Band gaps of ZnS (space group P6_3mc, 4 atoms per cell), computed with Ansatz 0.2.0 using hybrid functionals and Hartree-Fock, with plane waves and PAW potentials. All rows share the r2SCAN geometry, a 6x6x4 k mesh and fixed occupations, without spin polarisation or spin-orbit coupling. DDH-PBE0 takes 1/ε∞ as its fraction of exact exchange.

```
  functional  wave cutoff  band gap (eV)  least direct gap (eV)
    DDH-PBE0       420 eV          3.497                  3.497
       HSE06       420 eV          3.444                  3.444
Hartree-Fock       420 eV         10.341                 10.341
        PBE0       420 eV          4.110                  4.110
     r2SCAN0       500 eV          4.461                  4.461
```

The same ZnS crystal, with every atom held in place, has a gap of about 3.5 eV or above 10 eV depending on how exchange between its electrons is treated. Four of the five levels lie within about 1 eV of each other, and Hartree-Fock stands 6 to 7 eV above them. The two gap columns agree because the highest filled and the lowest empty level both lie at Γ, the centre of the Brillouin zone. What has to be explained is therefore a single order: HSE06, DDH-PBE0, PBE0, r2SCAN0, Hartree-Fock.

Apart from the step from PBE0 to r2SCAN0, the order follows from what exact exchange does to filled and to empty states. A semilocal functional such as PBE builds one potential from the electron density, and filled and empty states feel the same potential. Exact exchange instead acts on a state through its overlap with the filled states. A filled state belongs to that set and is bound more strongly than by the semilocal potential, whereas an empty state is bound less strongly. Mixing in exact exchange thus pushes the two sides of the gap apart, and the gap depends on how much is mixed in and over what distance it acts.

**DDH-PBE0: less exchange at every distance**

This functional takes its fraction of exact exchange from the crystal itself, as 1/ε∞, where ε∞ is the dielectric constant due to the electrons alone. The reason is physical. In a solid the surrounding electrons polarise and weaken the interaction between two distant charges by about this factor, so a crystal that polarises easily should get little exact exchange.

How much gap a given fraction buys can be estimated from two other rows. PBE0 has the fraction a = 0.25 and Hartree-Fock has a = 1, and a straight line through their gaps reads

gap(a) ≈ 2.03 eV + 8.31 eV × a

Each further percentage point of exact exchange thus widens the gap by about 0.08 eV. For ZnS, ε∞ is roughly 5 to 6, a recalled value, which means a fraction between 1/5 and 1/6. The line then gives a gap between 3.7 and 3.4 eV. The computed 3.50 eV, which was not used to draw the line, falls inside this range. The fraction actually used in the run is not printed, so this shows consistency and no more.

**HSE06: one quarter, but only at short distance**

HSE06 mixes in the same 25 % as PBE0, yet its gap is 0.67 eV smaller. The fraction cannot explain that, but the range can. HSE06 keeps exact exchange between electrons that are close together and hands the long-range part back to the semilocal functional. The size of the loss can be worked out from the form of the interaction that is cut away.

That long-range interaction is erf(ωr)/r, where r is the distance between two electrons and ω, about 0.11 per bohr, sets where the cut lies. The corresponding length 1/ω is about 5 Å, twice the Zn–S bond length. At distances well below this the interaction is nearly constant:

erf(ωr)/r → 2ω/√π

Exchange with a constant interaction is simple. It lowers every filled state by that constant and leaves every empty state where it was. With the 25 % mixing, the filled states therefore drop by

0.25 × 2 × 0.11/√π hartree ≈ 0.031 hartree ≈ 0.84 eV

The semilocal term that does this job in HSE06 cannot tell filled from empty. With a constant interaction the exchange energy is minus half the constant for each electron, and a functional of the density passes this half on to every state alike. Going from HSE06 to PBE0 should then move the valence top down by 0.42 eV and the conduction bottom up by 0.42 eV.

The computed band edges move in just this way, by 0.37 eV down and 0.30 eV up. The estimate contains no constant adjusted to ZnS and gets the nearly even split right, but it makes the change in the gap about 27 % too large. Theory offers a reason for the excess. The interaction does fall off with distance, so a filled state gains less than the full constant, and an empty state still gains a little.

HSE06 and DDH-PBE0 thus reach almost the same gap by different routes, one by shortening the range and the other by reducing the fraction. Their order, decided by 0.05 eV, should not be taken as a property of the methods. On the line above, the two gaps would coincide at ε∞ ≈ 5.9, whereas the DDH-PBE0 gap corresponds to about 5.7. A slightly different dielectric constant could reverse them, and so perhaps could a denser mesh, to which full-range exchange is the more sensitive.

**Hartree-Fock: exchange without screening**

At 10.3 eV the Hartree-Fock gap is two and a half times that of PBE0. A band gap is the cost of taking an electron out of the crystal and putting one back into an empty state. In the real solid the other electrons rearrange around the hole and around the added electron, which makes both steps cheaper. Hartree-Fock levels leave this response out, as if ε∞ were 1, and so the full strength of bare exchange appears in the gap.

Hartree-Fock also lacks the correlation that the hybrids contain, so it is not simply PBE0 with the fraction turned up to 1. The straight line may still serve, because the loss of an attractive correlation potential would raise both band edges together and largely cancel in the gap. The band edges fit such a common rise. From DDH-PBE0 to PBE0 the valence top sinks by 0.35 eV and the conduction bottom rises by 0.26 eV, so the middle of the gap hardly moves. From PBE0 to Hartree-Fock the top sinks by 2.1 eV and the bottom rises by 4.1 eV, which lifts the middle by about 1 eV. Continuing the trend of the two hybrids to full exchange puts the common rise nearer 1.5 eV, a rough figure that rests on a long extrapolation. None of this proves that both edges rise equally.

**PBE0: a fixed fraction**

PBE0 uses one quarter of exact exchange for every material, which is what the dielectric rule would prescribe for a crystal with ε∞ = 4. ZnS polarises more easily than that. PBE0 therefore gives it more exact exchange than its own screening suggests, and its gap lies 0.61 eV above that of DDH-PBE0. The same comparison of ε∞ with 4 indicates which of the two should give the wider gap in a related semiconductor.

**r2SCAN0: the same fraction on another base**

The last row again has 25 % of exact exchange over the full range, and still its gap is 0.35 eV wider than that of PBE0. On the line above, PBE0 would need about four more percentage points of exact exchange to open as far. The likely cause is the other three quarters of the exchange, together with the correlation, which here come from r2SCAN instead of PBE. r2SCAN also uses the kinetic-energy density of the orbitals. Unlike the PBE potential, it therefore need not act on filled and empty states alike, and it commonly gives wider gaps. This row was run with a higher wave cutoff too, so the difference is not purely one of functionals, although the cutoff probably accounts for little of it.

Against a measured gap of roughly 3.8 eV, a recalled value, HSE06 and DDH-PBE0 come out 0.3 to 0.4 eV too small, PBE0 about 0.3 eV too large and r2SCAN0 about 0.7 eV too large. These differences are not yet errors of the functionals alone. Spin-orbit coupling and the zero-point motion of the atoms are left out of the calculation, and both would normally narrow the gap somewhat. That would bring PBE0 and r2SCAN0 closer to experiment and move HSE06 and DDH-PBE0 further away. The crystal was also not relaxed separately at each level, so the table shows how the functionals differ at one fixed structure.

The analysis printed below gives the band edges, the line through PBE0 and Hartree-Fock, and the estimate for the long-range part.

Printed output of the fit:

```
Band edges and shifts against PBE0, eV:
           row  valence top  conduction bottom  top shift  bottom shift  gap change
      DDH-PBE0        5.159              8.656     0.3539       -0.2597      -0.613
         HSE06        5.174              8.618     0.3689       -0.2974      -0.666
  Hartree-Fock        2.703              13.04     -2.102         4.129       6.231
          PBE0        4.805              8.916          0             0           0
       r2SCAN0        4.632              9.093    -0.1735        0.1773       0.351
Gap rise per 10 percentage points of exact exchange, eV: 0.8308
Gap of the line at zero exact exchange, eV: 2.033
Line at fraction 1/5 (eps_inf 5), eV: 3.695
Line at fraction 1/6 (eps_inf 6), eV: 3.418
Fraction that the DDH-PBE0 gap implies on the line: 0.1762
eps_inf that the DDH-PBE0 gap implies on the line: 5.675
eps_inf at which the line meets the HSE06 gap: 5.888
DDH-PBE0 gap less HSE06 gap, eV: 0.053
PBE0 gap less HSE06 gap, computed, eV: 0.666
PBE0 gap less HSE06 gap, estimate without fit, eV: 0.8444
Estimated shift of each edge, eV: 0.4222
Valence top, PBE0 less HSE06, eV: -0.3689
Conduction bottom, PBE0 less HSE06, eV: 0.2974
Estimate over computed gap difference: 1.268
Common rise of both Hartree-Fock edges beyond the line, rough, eV: 1.495
r2SCAN0 gap less PBE0 gap, eV: 0.351
Extra exact exchange that would widen PBE0 as much, percentage points: 4.225
Hartree-Fock gap over PBE0 gap: 2.516
Gap less a rough recalled measured 3.8 eV:
           row  difference in eV
      DDH-PBE0            -0.303
         HSE06            -0.356
  Hartree-Fock             6.541
          PBE0              0.31
       r2SCAN0             0.661
```
